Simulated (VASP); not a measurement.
A run of VASP 6.6.1 is set up as follows.

The input POSCAR:

```
ZrS2
1.0
    3.6913825498      0.0000000000      0.0000000000
   -1.8456912749      3.1968310632      0.0000000000
    0.0000000000      0.0000000000      6.0410770100
Zr S
1 2
Direct
    0.0000000000      0.0000000000      0.0000000000
    0.3333333333      0.6666666667      0.2379099700
    0.6666666667      0.3333333333      0.7620900300
```

Contents of INCAR.step1:

```
PREC = Accurate
ENCUT = 520
EDIFF = 1E-5
ISMEAR = 0
SIGMA = 0.02
LREAL = False
LASPH = True
NELM = 100
ALGO = Normal
ISIF = 2
LWAVE = True
LCHARG = False
LMAXMIX = 4
GGA = PE
```

INCAR.step2

```
PREC = Accurate
ENCUT = 520
EDIFF = 1E-6
ISMEAR = 0
SIGMA = 0.02
LREAL = False
LASPH = True
NELM = 100
ALGO = Normal
ISIF = 2
LWAVE = False
LCHARG = False
LMAXMIX = 4
METAGGA = MBJ
ISTART = 1
```

Contents of KPOINTS:

```
Automatic mesh
0
Gamma
  8 8 6
```

File KPOINTS_OPT:

```
path GMKGALHA,LM,KH
20
line-mode
reciprocal
 0.0000000000  0.0000000000  0.0000000000  G
 0.5000000000  0.0000000000  0.0000000000  M

 0.5000000000  0.0000000000  0.0000000000  M
 0.3333333333  0.3333333333  0.0000000000  K

 0.3333333333  0.3333333333  0.0000000000  K
 0.0000000000  0.0000000000  0.0000000000  G

 0.0000000000  0.0000000000  0.0000000000  G
 0.0000000000  0.0000000000  0.5000000000  A

 0.0000000000  0.0000000000  0.5000000000  A
 0.5000000000  0.0000000000  0.5000000000  L

 0.5000000000  0.0000000000  0.5000000000  L
 0.3333333333  0.3333333333  0.5000000000  H

 0.3333333333  0.3333333333  0.5000000000  H
 0.0000000000  0.0000000000  0.5000000000  A

 0.5000000000  0.0000000000  0.5000000000  L
 0.5000000000  0.0000000000  0.0000000000  M

 0.3333333333  0.3333333333  0.0000000000  K
 0.3333333333  0.3333333333  0.5000000000  H
```

Potentials or basis: VASP PAW PBE potentials, release 64 (Zr_sv, S).

Launch:

```bash
$ cat potpaw_PBE.64/Zr_sv/POTCAR potpaw_PBE.64/S/POTCAR > POTCAR
$ cp INCAR.step1 INCAR
$ mpirun -np 1 vasp_std > vasp.out
$ cp INCAR.step2 INCAR
$ mpirun -np 1 vasp_std > vasp.out
```

Task: What does it give for the band gap along the path?

Result: 1.58 eV, indirect (least direct gap 2.07 eV).

Task: Predict the band gap on the k mesh.

Result: 1.58 eV, indirect (least direct gap 2.07 eV).

Levels at the corners of the path, in eV from the valence-band top:
```csv
point,band 8,band 9,band 10,band 11,band 12,band 13,band 14,band 15,band 16
Γ,-2.83,-2.83,-0.19,-0.19,-0.04,2.04,2.04,2.96,5.17
M,-2.52,-2.43,-2.16,-1.49,-1.19,1.71,3.60,3.89,5.76
M,-2.52,-2.43,-2.16,-1.49,-1.19,1.71,3.60,3.89,5.76
K,-3.11,-3.11,-1.84,-1.84,-1.40,2.71,3.53,3.53,5.21
K,-3.11,-3.11,-1.84,-1.84,-1.40,2.71,3.53,3.53,5.21
Γ,-2.83,-2.83,-0.19,-0.19,-0.04,2.04,2.04,2.96,5.17
Γ,-2.83,-2.83,-0.19,-0.19,-0.04,2.04,2.04,2.96,5.17
A,-2.81,-2.81,-1.36,-0.28,-0.28,2.02,2.02,3.27,5.40
A,-2.81,-2.81,-1.36,-0.28,-0.28,2.02,2.02,3.27,5.40
L,-2.85,-2.62,-2.09,-1.03,-0.75,1.58,3.59,3.89,5.45
L,-2.85,-2.62,-2.09,-1.03,-0.75,1.58,3.59,3.89,5.45
H,-3.18,-2.88,-1.74,-1.70,-1.70,2.78,3.36,3.36,5.62
H,-3.18,-2.88,-1.74,-1.70,-1.70,2.78,3.36,3.36,5.62
A,-2.81,-2.81,-1.36,-0.28,-0.28,2.02,2.02,3.27,5.40
L,-2.85,-2.62,-2.09,-1.03,-0.75,1.58,3.59,3.89,5.45
M,-2.52,-2.43,-2.16,-1.49,-1.19,1.71,3.60,3.89,5.76
K,-3.11,-3.11,-1.84,-1.84,-1.40,2.71,3.53,3.53,5.21
H,-3.18,-2.88,-1.74,-1.70,-1.70,2.78,3.36,3.36,5.62
```

**Experimental background.**

“Stress-Tuned Optical Transitions in Layered 1T-MX2 (M= Hf, Zr, Sn; X= S, Se) Crystals”, 2022, arxiv:2210.12074 quotes, for a bulk crystal of ZrS2: band gap 1.68 eV (indirect).

A measured gap of ZrS2 is 1.68 eV (indirect; quoted in “Stress-Tuned Optical Transitions in Layered 1T-MX2 (M= Hf, Zr, Sn; X= S, Se) Crystals”, 2022, arxiv:2210.12074); the calculated 1.58 eV misses it by -0.10 eV. Spin-orbit coupling on Zr is left out. The value is that of TB-mBJ, without temperature or zero-point motion. The cell is a database's relaxed one, not the measured one, which moves gaps too.
